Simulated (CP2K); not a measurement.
The system is TaN.

```
Ta N
1.0
     3.12728    0.00000    0.00000
     1.56364    2.70831    0.00000
     1.56364    0.90277    2.55342
Ta N
1 1
Direct
  0.50000 0.50000 0.50000
  0.00000 0.00000 0.00000
```

The cell comes from a database or a generator and needn't be the stable form of this composition.

Base run:

* Program: CP2K 2026.2
* Functional: PBE
* Potentials or basis: GTH_POTENTIALS Ta GTH-PBE-q13, N GTH-PBE-q5; DZVP-MOLOPT-SR-GTH basis
* Density cutoff: 6123 eV
* k mesh: 10 × 10 × 10
* Occupations: fermi-dirac, width 0.05 eV
* Spin: no spin polarisation

Its results: band gap on the k mesh none (metal or under the smearing width); pressure -6.5 GPa.

Problem. The run is repeated on the same cell with these changes: functional from PBE to r2SCAN; density cutoff from 6123 eV to 9184 eV; cutoff of the grids from 450 Ry to 675 Ry. What comes out?

Solution. Band gap on the k mesh none (metal or under the smearing width); pressure -9.0 GPa.

Caveats: spin-orbit coupling is left out, which moves the levels of the heavy elements; the basis of atomic orbitals isn't converged, which shifts pressures, moduli and gaps; the potentials were made for another functional, which shifts forces and pressure (some runs).
